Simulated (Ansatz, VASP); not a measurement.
C in VASP and in Ansatz

```
C
1.0
    -1.17993    1.17993    1.17993
     1.17993   -1.17993    1.17993
     1.17993    1.17993   -1.17993
C
1
Direct
  0.00000 0.00000 0.00000
```

Alike in both runs: task single point; functional LDA; k mesh 21 × 21 × 21; occupations fermi-dirac, width 0.1 eV; no spin polarisation.

|  | VASP | Ansatz |
| --- | --- | --- |
| version | VASP 6.6.1 | Ansatz 0.2.0 |
| potentials or method | VASP PAW LDA potentials, release 64 (C) | plane waves (420 eV) with PAW, scalar-relativistic |
| plane-wave cutoff (eV) | 520 | 420 |
| valence electrons in the cell | 4 | 4 |

```csv
,VASP,Ansatz,Ansatz less VASP
pressure (GPa),-8.0,-8.5,-0.56
```

Ansatz warned: «pseudo_functional_mismatch».
